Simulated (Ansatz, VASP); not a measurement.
ZnCu: VASP beside Ansatz

```
Zn Cu
1.0
     2.94500    0.00000    0.00000
     0.00000    2.94500    0.00000
     0.00000    0.00000    2.94500
Zn Cu
1 1
Direct
  0.50000 0.50000 0.50000
  0.00000 0.00000 0.00000
```

Alike in both runs: task single point; functional PBE; k mesh 9 × 9 × 9; no spin polarisation.

|  | VASP | Ansatz |
| --- | --- | --- |
| version | VASP 6.6.1 | Ansatz 0.2.0 |
| potentials or method | VASP PAW PBE potentials, release 64 (Zn, Cu) | plane waves, norm-conserving potentials |
| plane-wave cutoff (eV) | 520 | 1252 |
| occupations | gaussian, width 0.1 eV | gaussian |
| valence electrons in the cell | 23 | 39 |

```csv
,VASP,Ansatz,Ansatz less VASP
pressure (GPa),3.1,2.5,-0.57
```

The two sets of potentials don't hold the same shells in valence.
